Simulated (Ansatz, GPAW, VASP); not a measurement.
# Al: 4 runs at one level of theory

```
Al
1.0
     0.00000    2.02481    2.02481
     2.02481    0.00000    2.02481
     2.02481    2.02481    0.00000
Al
1
Direct
  0.00000 0.00000 0.00000
```

Alike in all runs: task single point; functional PBE; k mesh 11 × 11 × 11; occupations gaussian, width 0.015 eV; no spin polarisation; no spin-orbit coupling. Pressure is positive in compression and, in plane waves, holds the error of the finite cutoff, which Ansatz's Pulay term estimates and takes out.

```tsv
program and potentials	plane-wave cutoff (eV)	notes	pressure (GPa)
Ansatz, Ansatz PAW	420	Pulay term of +0.07 GPa included	-0.51
GPAW, GPAW PAW data sets (gpaw-data 1.2.1)	600	-	-0.39
VASP, PBE PAW files Al, 520 eV	520	-	?
Ansatz, all-electron LAPW, scalar-relativistic	-	-	-0.51
```

Q: Estimate from the other rows what the run with VASP, PBE PAW files Al, 520 eV gave.

A: Pressure -0.55 GPa. The other rows, which needn't bracket it: pressure -0.51 to -0.39.
